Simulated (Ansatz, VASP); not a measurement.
## One calculation of GaN, two programs

The input INCAR:

```
SYSTEM = GaN
PREC = Accurate
ENCUT = 520
EDIFF = 1E-6
ISMEAR = 0
SIGMA = 0.03
LREAL = .FALSE.
LASPH = .TRUE.
NELM = 100
ALGO = Fast
ISIF = 2
LWAVE = .FALSE.
LCHARG = .TRUE.
GGA = CA
LELF = .TRUE.
LVHAR = .TRUE.
NBANDS = 16
```

KPOINTS

```
Automatic mesh
0
G
  14 14 14
  0 0 0
```

Contents of POSCAR:

```
GaN
1.0
    0.0000000000      2.1352350000      2.1352350000
    2.1352350000      0.0000000000      2.1352350000
    2.1352350000      2.1352350000      0.0000000000
Ga N
1 1
Direct
    0.0351249394     -0.0351249394     -0.0351249394
    0.5000000000      0.5000000000      0.5000000000
```

Input for Ansatz:

```yaml
crystal:
  lattice:
    - [0.0, 2.135235, 2.135235]
    - [2.135235, 0.0, 2.135235]
    - [2.135235, 2.135235, 0.0]
  atoms:
    - { symbol: Ga, position: [0.0351249394, -0.0351249394, -0.0351249394] }
    - { symbol: "N", position: [0.5, 0.5, 0.5] }
basis:
  ecutwfc: 420
kpoints:
  mp_grid: { grid: [14, 14, 14] }
hamiltonian:
  xc: lda
scf:
  occupations: { method: gaussian, width: 0.03 }
output:
  forces: true
  stress: true
  eigenvalues: true
```

Alike in both runs: task single point; functional LDA; k mesh 14 × 14 × 14; occupations gaussian, width 0.03 eV; no spin polarisation.

```csv
,VASP,Ansatz
version,VASP 6.6.1,Ansatz 0.2.0
potentials or method,"VASP PAW LDA potentials, release 64 (Ga_d, N)","scalar-relativistic, plane waves, PAW"
plane-wave cutoff (eV),520,420
valence electrons in the cell,18,18
```

VASP gave:

- gap on the k mesh at the Fermi level (eV): 0.24
- least direct gap on the mesh (eV): 2.39
- pressure (GPa): -10.3
- largest component of the traceless stress (GPa): 6.27
- rms of the force components (eV/Å): 0.207

Question: Estimate Ansatz's values.

Answer: gap on the k mesh at the Fermi level (eV): 0.22; least direct gap on the mesh (eV): 2.37; pressure (GPa): -11.3; largest component of the traceless stress (GPa): 6.15; rms of the force components (eV/Å): 0.186.

Atom by atom the forces differ by 0.022 eV/Å (rms over components).

A k mesh can miss the band edges.
